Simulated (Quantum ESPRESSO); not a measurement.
Here is a Quantum ESPRESSO 7.5 calculation.

File pw.in:

```
&CONTROL
  calculation = 'scf'
  prefix = 'pwscf'
  outdir = './tmp'
  pseudo_dir = './pseudo'
  tprnfor = .true.
  tstress = .true.
  disk_io = 'nowf'
/
&SYSTEM
  ibrav = 0
  nat = 4
  ntyp = 2
  ecutwfc = 60
  ecutrho = 440
  nbnd = 24
  occupations = 'smearing'
  smearing = 'fd'
  degauss = 0.00367493
/
&ELECTRONS
  conv_thr = 8d-10
  electron_maxstep = 120
  mixing_beta = 0.5
/
ATOMIC_SPECIES
Hf   178.4900 Hf-sp.oncvpsp.upf
C     12.0110 C.pbe-n-kjpaw_psl.1.0.0.UPF
CELL_PARAMETERS angstrom
   3.3428660531    0.0000000000    0.0000000000
  -1.6714330265    2.8950069234    0.0000000000
   0.0000000000    0.0000000000    5.2027140000
ATOMIC_POSITIONS crystal
Hf     0.3387840000    0.6665510000    0.2562210000
Hf     0.6766480000    0.3424410000    0.7491100000
C      0.0096910000    0.0067720000    0.4996400000
C      0.0012890000   -0.0052170000    0.0030640000
K_POINTS automatic
9 9 5 0 0 0
```

Potentials or basis: SSSP 1.3 efficiency PBE.

The run is started by

```bash
$ OMP_NUM_THREADS=1 pw.x -in pw.in > pw.out
```

Estimate the pressure.

-0.3 GPa.

Estimate the largest force.

0.664 eV/Å.

What does it give for the band gap on the k mesh?

None (metal or under the smearing width).

Stress tensor (GPa, compression positive):
```
-1.68  0.00 -0.01
 0.00 -1.73 -0.10
-0.01 -0.10  2.40
```

The run has no spin-orbit coupling, so splittings on Hf are missing.
